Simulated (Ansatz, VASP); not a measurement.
**CuAu in VASP and in Ansatz**

The input INCAR:

```
  PREC = Accurate
  ENCUT = 520
  EDIFF = 1E-7
  ISMEAR = 0
  SIGMA = 0.15
  LREAL = F
  LASPH = T
  NELM = 80
  ALGO = Fast
  ISIF = 2
  LWAVE = F
  LCHARG = F
  GGA = PE
  NBANDS = 18
```

KPOINTS

```
Automatic mesh
0
Gamma
  18 18 14
```

POSCAR

```
CuAu
1.0
    2.8280000000      0.0000000000      0.0000000000
    0.0000000000      2.8280000000      0.0000000000
    0.0000000000      0.0000000000      3.6700000000
Cu Au
1 1
Direct
    0.5000000000      0.5000000000      0.5000000000
    0.0000000000      0.0000000000      0.0000000000
```

Input for Ansatz:

```yaml
crystal:
  lattice:
    - [2.828, 0.0, 0.0]
    - [0.0, 2.828, 0.0]
    - [0.0, 0.0, 3.67]
  atoms:
    - { symbol: Cu, position: [0.5, 0.5, 0.5] }
    - { symbol: Au, position: [0.0, 0.0, 0.0] }
basis:
  ecutwfc: 420
kpoints:
  mp_grid: { grid: [18, 18, 14] }
hamiltonian:
  xc: pbe
scf:
  occupations: { method: gaussian, width: 0.15 }
output:
  forces: true
  stress: true
  eigenvalues: true
```

Change from the starting cell: strain +0.0100 x Voigt [1, 1, 0, 0, 0, 0], atoms carried along.

Alike in both runs: task single point; functional PBE; k mesh 18 × 18 × 14; occupations gaussian, width 0.15 eV; no spin polarisation.

|  | VASP | Ansatz |
| --- | --- | --- |
| version | VASP 6.6.1 | Ansatz 0.2.0 |
| potentials or method | VASP PAW PBE potentials, release 64 (Cu, Au) | scalar-relativistic, plane waves, PAW |
| plane-wave cutoff (eV) | 520 | 420 |
| valence electrons in the cell | 22 | 38 |

```csv
,VASP,Ansatz,Ansatz less VASP
gap on the k mesh at the Fermi level (eV),none,none,-
pressure (GPa),3.5,3.4,-0.10
largest component of the traceless stress (GPa),0.45,0.48,+0.034
```

A gap of «none» marks a metal or a gap that the smearing closes. The two sets of potentials don't hold the same shells in valence.

Spin-orbit coupling is left out, which matters for the levels of Au.
